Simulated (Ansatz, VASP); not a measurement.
**HfN: VASP beside Ansatz**

```
Hf N
1.0
     0.00000    2.15686    2.15686
     2.15686    0.00000    2.15686
     2.15686    2.15686    0.00000
Hf N
1 1
Direct
  0.00000 0.00000 0.00000
  0.50000 0.50000 0.50000
```

Change from the starting cell: volume scaled by 0.88, LAPW.

Alike in both runs: task single point; functional PBEsol; k mesh 15 × 15 × 15; occupations fermi-dirac, width 0.08 eV; no spin polarisation.

|  | VASP | Ansatz |
| --- | --- | --- |
| version | VASP 6.6.1 | Ansatz 0.2.0 |
| potentials or method | VASP PAW PBE potentials, release 64 (Hf_pv, N), cutoff 520 eV | all-electron LAPW, scalar-relativistic |

|  | VASP | Ansatz | Ansatz less VASP |
| --- | --- | --- | --- |
| pressure (GPa) | 45.6 | 47.8 | +2.22 |

Ansatz ran all-electron here, so the differences hold the error of VASP's frozen core and of both bases.

Caveats: so large a pressure means that the cell lies far from this level's equilibrium, or that cutoff or potentials fall short (VASP); the potentials were made for another functional, which shifts forces and pressure (VASP). The runs have no spin-orbit coupling, so splittings on Hf are missing.
